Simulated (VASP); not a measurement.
# SiC (P6_3mc) in VASP: notebook

The runs below take SiC through band structure, with LDA, r2SCAN.

Everything below comes from runs of VASP 6.6.1. Logs are shortened: lines on timing, memory, paths and dates and some standing lists are left out, and cuts for length are marked.

## Step 1: The structure

Symmetry: P6_3mc, No. 186, hexagonal system. The conventional cell has a = 3.079 Å, b = 3.079 Å, c = 10.080 Å, α = 90.00°, β = 90.00°, γ = 120.00°. Around Si (site symmetry 3m) lie 4 C at 1.89 to 1.90 Å. Si (site symmetry 3m) has 4 C at 1.88 to 1.89 Å as nearest neighbours. Around C (site symmetry 3m) lie 4 Si at 1.88 to 1.90 Å. C (site symmetry 3m) is surrounded by 4 Si at 1.89 Å.

The cell is a database's computed one.

## Step 2: Band structure, LDA

The input, INCAR:

```
SYSTEM = SiC
  PREC = Accurate
  ENCUT = 520
  EDIFF = 1E-7
  ISMEAR = 0
  SIGMA = 0.03
  LREAL = .False.
  LASPH = .True.
  NELM = 80
  ALGO = Normal
  ISIF = 2
  LWAVE = .False.
  LCHARG = .False.
  GGA = CA
  NBANDS = 26
  KPAR = 2
```

The input, KPOINTS:

```
Automatic mesh
0
Gamma
  12 12 3
  0 0 0
```

The input, POSCAR:

```
SiC                                     
1.0
    3.0789830401      0.0000000000      0.0000000000
   -1.5394915200      2.6664775305      0.0000000000
    0.0000000000      0.0000000000     10.0795947977
  Si              C             
     4     4
Direct
     0.6666666699999979    0.3333333300000021    0.9378313346205758
     0.3333333300000021    0.6666666699999979    0.4378313346205758
     0.0000000000000000    0.0000000000000000    0.6878993575391306
     0.0000000000000000    0.0000000000000000    0.1878993575391306
     0.6666666699999979    0.3333333300000021    0.7498119035729829
     0.3333333300000021    0.6666666699999979    0.2498119035729829
     0.0000000000000000    0.0000000000000000    0.5004564042673110
     0.0000000000000000    0.0000000000000000    0.0004564042673110
```

The input, KPOINTS_OPT:

```
explicit points
213
Reciprocal
 0.0000000000  0.0000000000  0.0000000000 1
 0.0357142857  0.0000000000  0.0000000000 1
 0.0714285714  0.0000000000  0.0000000000 1
 0.1071428571  0.0000000000  0.0000000000 1
 0.1428571429  0.0000000000  0.0000000000 1
 0.1785714286  0.0000000000  0.0000000000 1
[... 205 lines left out ...]
 0.5000000000  0.0000000000  0.0560977600 1
 0.5000000000  0.0000000000 -0.0560977600 1
```

Potentials or basis: VASP PAW LDA potentials, release 64 (Si, C).

Command:

```console
$ cat potpaw_LDA.64/Si/POTCAR potpaw_LDA.64/C/POTCAR > POTCAR
$ mpirun -np 2 vasp_std > vasp.out
```

OUTCAR:

```text
SYSTEM = SiC
   PREC = Accurate
   ENCUT = 520
   EDIFF = 1E-7
   ISMEAR = 0
   LREAL = .False.
   LASPH = .True.
   NELM = 80
   ISIF = 2
   GGA = CA

 ion  position               nearest neighbor table
   1  0.667  0.333  0.938-   8 1.89   8 1.89   8 1.89   5 1.90   3 3.08   3 3.08   3 3.08   4 3.08
                             4 3.08   4 3.08
   2  0.333  0.667  0.438-   7 1.89   7 1.89   7 1.89   6 1.90   4 3.08   4 3.08   4 3.08   3 3.08
                             3 3.08   3 3.08
   3  0.000  0.000  0.688-   5 1.88   5 1.88   5 1.88   7 1.89   1 3.08   1 3.08   1 3.08   2 3.08
                             2 3.08   2 3.08
   4  0.000  0.000  0.188-   6 1.88   6 1.88   6 1.88   8 1.89   2 3.08   2 3.08   2 3.08   1 3.08
                             1 3.08   1 3.08
   5  0.667  0.333  0.750-   3 1.88   3 1.88   3 1.88   1 1.90
   6  0.333  0.667  0.250-   4 1.88   4 1.88   4 1.88   2 1.90
   7  0.000  0.000  0.500-   2 1.89   2 1.89   2 1.89   3 1.89
   8  0.000  0.000  0.000-   1 1.89   1 1.89   1 1.89   4 1.89

  LATTYP: Found a hexagonal cell.
 ALAT       =     3.0789830401
 C/A-ratio  =     3.2736766219

  Lattice vectors:

 A1 = (   3.0789830401,   0.0000000000,   0.0000000000)
 A2 = (  -1.5394915200,   2.6664775305,   0.0000000000)
 A3 = (   0.0000000000,   0.0000000000,  10.0795947977)

Analysis of symmetry for initial positions (statically):
=====================================================================
 Subroutine PRICEL returns:
 Original cell was already a primitive cell.

 Routine SETGRP: Setting up the symmetry group for a
 hexagonal supercell.

 Subroutine GETGRP returns: Found 12 space group operations
 (whereof  6 operations were pure point group operations)
 out of a pool of 24 trial point group operations.

The static configuration has the point symmetry C_3v.
 The point group associated with its full space group is C_6v.

Analysis of symmetry for dynamics (positions and initial velocities):
=====================================================================
 Subroutine PRICEL returns:
 Original cell was already a primitive cell.

 Routine SETGRP: Setting up the symmetry group for a
 hexagonal supercell.

 Subroutine GETGRP returns: Found 12 space group operations
 (whereof  6 operations were pure point group operations)
 out of a pool of 24 trial point group operations.

The dynamic configuration has the point symmetry C_3v.
 The point group associated with its full space group is C_6v.

 Subroutine INISYM returns: Found 12 space group operations
 (whereof  6 operations are pure point group operations),
 and found     1 'primitive' translations

[... 109 lines left out ...]
   NSW    =      0    number of steps for IOM
   IBRION =     -1    ionic relax: 0-MD 1-quasi-New 2-CG
   NFREE  =      0    steps in history (QN), initial steepest desc. (CG)
   ISIF   =      2    stress and relaxation
   ISYM   =      2    0-nonsym 1-usesym 2-fastsym
   POTIM  = 0.5000    time-step for ionic-motion
   TEBEG  =    0.0;   TEEND  =   0.0 temperature during run
   PSTRESS=    0.0 pullay stress
   NELECT =      32.0000    total number of electrons
   NUPDOWN=      -1.0000    fix difference up-down
   EMIN   =  10.00;   EMAX   =-10.00  energy-range for DOS
   EFERMI =   0.00;   METHOD = LEGACY
   ISMEAR =     0;   SIGMA  =   0.03  broadening in eV -4-tet -1-fermi 0-gaus
   EFERMI_NEDOS =   21; number of points for ismear=-14 and -15
   IALGO  =     38    algorithm
   IMIX   =      4    mixing-type and parameters
     AMIX     =   0.40;   BMIX     =  1.00
     AMIX_MAG =   1.60;   BMIX_MAG =  1.00
  volume/ion in A,a.u.               =      10.34        69.81
  Fermi-wavevector in a.u.,A,eV,Ry     =   1.192693  2.253863 19.354518  1.422517
  Thomas-Fermi vector in A             =   2.328725
   LORBIT       =      0    0 simple, 1 ext, 2 COOP (PROOUT), +10 PAW based schemes
   GGA     = CA    functional components
   LHFCALC =     F    Hartree Fock is set to
   AEXX    =    0.0000 exact exchange contribution
   IVDW    =     0    specifies the selected vdW correction
   LEPSILON=     F    determine dielectric tensor
   LRPA    =     F    only Hartree local field effects (RPA)
 non-spin polarized calculation
 Gauss-broadening in eV      SIGMA  =   0.03
  energy-cutoff  :      520.00
  volume of cell :       82.75
 maximum number of plane-waves:      2256
 NGX is ok and might be reduce to    24
   NGX = 11   NGY = 11   NGZ = 37

 number of electron      32.0000000 magnetization

 Free energy of the ion-electron system (eV)
  ---------------------------------------------------
  ext. energy  EPLUGINS =         0.00000000
  ---------------------------------------------------
  free energy    TOTEN  =       -66.56217435 eV

  energy without entropy =      -66.56217435  energy(sigma->0) =      -66.56217435

 E-fermi :   8.3076     XC(G=0): -11.5542

 val. band max:        8.1299094905   @ k =   0.0000   0.0000   0.0000
 cond. band min:      10.2973691377   @ k =   0.5000   0.0000   0.0000
 fundamental gap:      2.1674596472
 Fermi energy:         8.3076039631

 k-point     1 :       0.0000    0.0000    0.0000
  band No.  band energies     occupation
      1      -7.2631      2.00000
      2      -6.0795      2.00000
      3      -6.0452      2.00000
      4      -3.6446      2.00000
      5      -0.5005      2.00000
      6       3.7724      2.00000
[... 685 lines left out ...]
     25      16.5657      0.00000
     26      16.9408      0.00000

 [... further k-points ...]
[... 5 lines left out ...]
  --------------------------------------------------------------------------------------
  -------------------------------------------------------------------------------------
  Total       -2.1085975     -2.1085975     -2.0709697     -0.0000000      0.0000000      0.0000000
  in kB      -40.8240387    -40.8240387    -40.0955367     -0.0000000      0.0000000      0.0000000
  external PRESSURE =     -40.5812047 kB  Pullay stress =       0.0000000 kB

 VOLUME and BASIS-vectors are now :
 -----------------------------------------------------------------------------
  energy-cutoff  :      520.00
  volume of cell :       82.75
      direct lattice vectors                 reciprocal lattice vectors
     3.078983040  0.000000000  0.000000000     0.324782562  0.187513300  0.000000000
    -1.539491520  2.666477530  0.000000000     0.000000000  0.375026599  0.000000000
     0.000000000  0.000000000 10.079594798     0.000000000  0.000000000  0.099210337

 POSITION                                       TOTAL-FORCE (eV/Angst)
 -----------------------------------------------------------------------------------
      1.53949      0.88883      9.45296        -0.000000      0.000000      0.010895
     -0.00000      1.77765      4.41316         0.000000     -0.000000      0.010895
      0.00000      0.00000      6.93375         0.000000     -0.000000     -0.003865
      0.00000      0.00000      1.89395        -0.000000      0.000000     -0.003865
      1.53949      0.88883      7.55780         0.000000     -0.000000     -0.004494
     -0.00000      1.77765      2.51800        -0.000000      0.000000     -0.004494
      0.00000      0.00000      5.04440        -0.000000      0.000000     -0.002535
      0.00000      0.00000      0.00460        -0.000000     -0.000000     -0.002535
 -----------------------------------------------------------------------------------
    total drift:                                0.000000      0.000000     -0.000035

  FREE ENERGIE OF THE ION-ELECTRON SYSTEM (eV)
  ---------------------------------------------------
  free  energy   TOTEN  =       -66.5621743525 eV

  energy  without entropy=      -66.5621743525  energy(sigma->0) =      -66.56217435
```

It took 1.9 min on 2 MPI ranks of Intel Xeon Platinum 8488C (Sapphire Rapids), shared host; peak memory 0.22 GiB.

Results:

- Free energy: -66.5622 eV
- Pressure: -4.1 GPa
- Largest force: 0.011 eV/Å
- Band gap on the k mesh: 2.17 eV, indirect (least direct gap 3.29 eV)
- Band gap along the path: 2.17 eV, indirect (least direct gap 3.29 eV)

Forces on the atoms (eV/Å):
```
Si   0.000  0.000  0.011
Si   0.000  0.000  0.011
Si   0.000  0.000 -0.004
Si   0.000  0.000 -0.004
C    0.000  0.000 -0.004
C    0.000  0.000 -0.004
C    0.000  0.000 -0.003
C    0.000  0.000 -0.003
```

Levels at the corners of the path, in eV from the valence-band top:
| point | band 14 | band 15 | band 16 | band 17 | band 18 | band 19 |
| --- | --- | --- | --- | --- | --- | --- |
| Γ | -0.05 | 0.00 | 0.00 | 5.05 | 5.62 | 6.25 |
| M | -2.22 | -1.58 | -1.12 | 2.17 | 2.28 | 4.12 |
| M | -2.22 | -1.58 | -1.12 | 2.17 | 2.28 | 4.12 |
| K | -2.88 | -2.88 | -1.67 | 3.88 | 3.88 | 5.12 |
| K | -2.88 | -2.88 | -1.67 | 3.88 | 3.88 | 5.12 |
| Γ | -0.05 | 0.00 | 0.00 | 5.05 | 5.62 | 6.25 |
| Γ | -0.05 | 0.00 | 0.00 | 5.05 | 5.62 | 6.25 |
| A | -0.21 | -0.21 | -0.21 | 5.25 | 5.25 | 6.73 |
| A | -0.21 | -0.21 | -0.21 | 5.25 | 5.25 | 6.73 |
| L | -2.51 | -1.55 | -1.55 | 2.57 | 2.57 | 4.12 |
| L | -2.51 | -1.55 | -1.55 | 2.57 | 2.57 | 4.12 |
| H | -2.75 | -2.46 | -2.46 | 3.14 | 3.14 | 6.60 |
| H | -2.75 | -2.46 | -2.46 | 3.14 | 3.14 | 6.60 |
| A | -0.21 | -0.21 | -0.21 | 5.25 | 5.25 | 6.73 |
| L | -2.51 | -1.55 | -1.55 | 2.57 | 2.57 | 4.12 |
| M | -2.22 | -1.58 | -1.12 | 2.17 | 2.28 | 4.12 |
| K | -2.88 | -2.88 | -1.67 | 3.88 | 3.88 | 5.12 |
| H | -2.75 | -2.46 | -2.46 | 3.14 | 3.14 | 6.60 |

## Step 3: Band structure, r2SCAN

INCAR: that of step 2 with these lines changed.

```diff
@@ -13,3 +13,4 @@
   LCHARG = .False.
-  GGA = CA
+  METAGGA = R2SCAN
+  LMIXTAU = .True.
   NBANDS = 26
```

KPOINTS is that of step 2.

POSCAR is that of step 2.

KPOINTS_OPT is that of step 2.

Potentials or basis: VASP PAW PBE potentials, release 64 (Si, C).

Command:

```console
$ cat potpaw_PBE.64/Si/POTCAR potpaw_PBE.64/C/POTCAR > POTCAR
$ mpirun -np 2 vasp_std > vasp.out
```

Run time: 6.4 min. Hardware: 2 MPI ranks of Intel Xeon Platinum 8488C (Sapphire Rapids), shared host; peak memory 0.25 GiB.

Results (log left out):

- Free energy: -77.3078 eV
- Pressure: -0.5 GPa
- Largest force: 0.005 eV/Å
- Band gap on the k mesh: 2.61 eV, indirect (least direct gap 3.79 eV)
- Band gap along the path: 2.61 eV, indirect (least direct gap 3.79 eV)

Forces in eV/Å, atoms in the order of the input:
```
Si   0.000  0.000  0.005
Si   0.000  0.000  0.005
Si   0.000  0.000 -0.002
Si   0.000  0.000 -0.002
C    0.000  0.000 -0.004
C    0.000  0.000 -0.004
C    0.000  0.000  0.001
C    0.000  0.000  0.001
```

Stress tensor (GPa, compression positive):
```
-0.49  0.00  0.00
 0.00 -0.49  0.00
 0.00  0.00 -0.39
```

Levels at the corners of the path, in eV from the valence-band top:
| point | band 12 | band 13 | band 14 | band 15 | band 16 | band 17 | band 18 | band 19 | band 20 | band 21 |
| --- | --- | --- | --- | --- | --- | --- | --- | --- | --- | --- |
| Γ | -0.61 | -0.61 | -0.05 | 0.00 | 0.00 | 5.65 | 6.24 | 6.88 | 6.90 | 7.50 |
| M | -2.50 | -2.47 | -2.33 | -1.64 | -1.18 | 2.61 | 2.77 | 4.72 | 5.27 | 5.83 |
| M | -2.50 | -2.47 | -2.33 | -1.64 | -1.18 | 2.61 | 2.77 | 4.72 | 5.27 | 5.83 |
| K | -4.53 | -4.12 | -2.97 | -2.97 | -1.75 | 4.43 | 4.43 | 5.71 | 6.12 | 6.12 |
| K | -4.53 | -4.12 | -2.97 | -2.97 | -1.75 | 4.43 | 4.43 | 5.71 | 6.12 | 6.12 |
| Γ | -0.61 | -0.61 | -0.05 | 0.00 | 0.00 | 5.65 | 6.24 | 6.88 | 6.90 | 7.50 |
| Γ | -0.61 | -0.61 | -0.05 | 0.00 | 0.00 | 5.65 | 6.24 | 6.88 | 6.90 | 7.50 |
| A | -1.10 | -0.22 | -0.22 | -0.22 | -0.22 | 5.87 | 5.87 | 7.36 | 7.36 | 7.59 |
| A | -1.10 | -0.22 | -0.22 | -0.22 | -0.22 | 5.87 | 5.87 | 7.36 | 7.36 | 7.59 |
| L | -3.16 | -2.57 | -2.57 | -1.63 | -1.63 | 3.05 | 3.05 | 4.69 | 4.69 | 6.67 |
| L | -3.16 | -2.57 | -2.57 | -1.63 | -1.63 | 3.05 | 3.05 | 4.69 | 4.69 | 6.67 |
| H | -5.18 | -2.85 | -2.85 | -2.55 | -2.55 | 3.68 | 3.68 | 7.26 | 7.26 | 7.31 |
| H | -5.18 | -2.85 | -2.85 | -2.55 | -2.55 | 3.68 | 3.68 | 7.26 | 7.26 | 7.31 |
| A | -1.10 | -0.22 | -0.22 | -0.22 | -0.22 | 5.87 | 5.87 | 7.36 | 7.36 | 7.59 |
| L | -3.16 | -2.57 | -2.57 | -1.63 | -1.63 | 3.05 | 3.05 | 4.69 | 4.69 | 6.67 |
| M | -2.50 | -2.47 | -2.33 | -1.64 | -1.18 | 2.61 | 2.77 | 4.72 | 5.27 | 5.83 |
| K | -4.53 | -4.12 | -2.97 | -2.97 | -1.75 | 4.43 | 4.43 | 5.71 | 6.12 | 6.12 |
| H | -5.18 | -2.85 | -2.85 | -2.55 | -2.55 | 3.68 | 3.68 | 7.26 | 7.26 | 7.31 |

Caveat: the PAW data sets were made with another functional, which shifts forces and pressure a little. r2SCAN opens gaps a little over a GGA but as a rule still falls short of measured ones.
